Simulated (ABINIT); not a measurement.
## AlN: equation of state with LDA

The system is AlN.

```xyz
2
Lattice="0.0000 2.1840 2.1840 2.1840 0.0000 2.1840 2.1840 2.1840 0.0000" Properties=species:S:1:pos:R:3 pbc="T T T"
Al    0.0000    0.0000    0.0000
N     1.0920    1.0920    1.0920
```

Measurements of this composition are mostly on another form, of space group No. 186.

| Property | Result |
| --- | --- |
| Program | ABINIT 10.8.3 (patched build) |
| Task | equation of state |
| Functional | LDA |
| Potentials or basis | JTH PAW LDA v2.0 |
| Cutoff | 544 eV |
| k mesh | 10 × 10 × 10 |
| Occupations | fermi-dirac, width 0.05 eV |
| Spin | no spin polarisation |

- Equilibrium volume: 10.21 Å³/atom
- Bulk modulus: 211 GPa
- Pressure derivative of the bulk modulus: 3.5 (rough: it moves with the points fitted)

Energy against volume, from the lowest point:
```csv
volume (Å³/atom),energy (meV/atom)
9.792,11.86
10.001,3.13
10.209,0.00
10.417,3.03
10.626,10.99
10.834,23.52
11.042,40.40
```

Wall time 29 s on 1 thread of Arm Neoverse V2 (shared host), peak memory 0.11 GiB.

Caveat: the cutoff is too short for stress, so the log's stress isn't used; pressures at fixed basis lie under the slope of the energies.
